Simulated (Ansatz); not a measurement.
# Lattice vibrations of TiAl3 at Γ at 7 GPa

Theory: Ansatz, DFT PBE, scalar-relativistic, plane waves, PAW. Cutoff 420 eV, 12×12×12 k-points (Γ-centred), Fermi-Dirac smearing of 0.15 eV. No spin polarisation. Phonons by linear response, acoustic sum rule imposed.

The cell, relaxed at 7 GPa:
```xyz
4
Lattice="3.9048 0.0000 0.0000 0.0000 3.9048 0.0000 0.0000 0.0000 3.9048" Properties=species:S:1:pos:R:3 pbc="T T T"
Ti    0.0000    0.0000    0.0000
Al    1.9524    1.9524    0.0000
Al    1.9524    0.0000    1.9524
Al    0.0000    1.9524    1.9524
```

In a metal, frequencies and elastic constants depend on the k mesh and the smearing, soft modes and shear constants most. Other phases may be more stable at this pressure.

Optical modes at Γ; i marks an imaginary frequency:
```csv
frequency (cm⁻¹),degeneracy
277,3
297,3
377,3
```

All 9 optical modes at Γ are real: no displacement of atoms at fixed cell lowers the energy to second order. Strains and modes at other wave vectors aren't tested by this run.

This form isn't the usual stable structure of the compound at low pressure.

Cost: 1 run of about 1.8 core-minutes, on Intel Xeon Platinum 8175M (Skylake/Cascade Lake) (shared hosts).